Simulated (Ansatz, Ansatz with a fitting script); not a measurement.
Planning a run of Ansatz 0.2.0 on CdS (Greenockite). The input:

```yaml
crystal:
  lattice:
    - [4.1438683056, 0.0, 0.0]
    - [-2.0719341528, 3.5886952226, 0.0]
    - [0.0, 0.0, 6.7362897817]
  atoms:
    - { symbol: Cd, position: [0.3333333333, 0.6666666667, -0.000859057] }
    - { symbol: Cd, position: [0.6666666667, 0.3333333333, 0.499140943] }
    - { symbol: S, position: [0.3333333333, 0.6666666667, 0.375859057] }
    - { symbol: S, position: [0.6666666667, 0.3333333333, 0.875859057] }
kpoints:
  mp_grid: { grid: [4, 4, 2] }
hamiltonian:
  xc: lda
  pseudopotentials: { kind: paw, source: ansatz, frozen_core: stored }
scf:
  occupations: { method: fixed }
  convergence: { dr2_threshold: 1.0e-09 }
output:
  embedding: [{ level: hf }]
basis:
  ecutwfc: 1000
```

The database entry behind the starting cell differs from later determinations by our own check (about 0.35 % long), so it need not match the best structure at ambient conditions.

```sh
ansatz run input.yaml --threads 8 --pin off --max-ram 18432MiB --backend cpu --events-out ev --progress --plain --runs-dir out
```

How long will it take on 8 threads of Arm Neoverse V2, shared host, and how much memory?

It took 39 s; on shared hardware allow 19 s to 77 s. Peak host memory was 0.90 GiB.

[Paths, hosts, dates, memory and timing lines, banners, echoed tables and standing remarks are left out of the program output.]

[Logs are printed without paths, hosts, clocks, repeated set-up lines and the standing remarks that a program may print on its own settings, such as how far it seeks lower states.]

[Runs of the session that timed out or met a known fault of the program may be left out.]

[Hosts, paths, dates, database ids (printed as entryN), source tags and the programs' standing remarks are cut or masked in the printed files.]
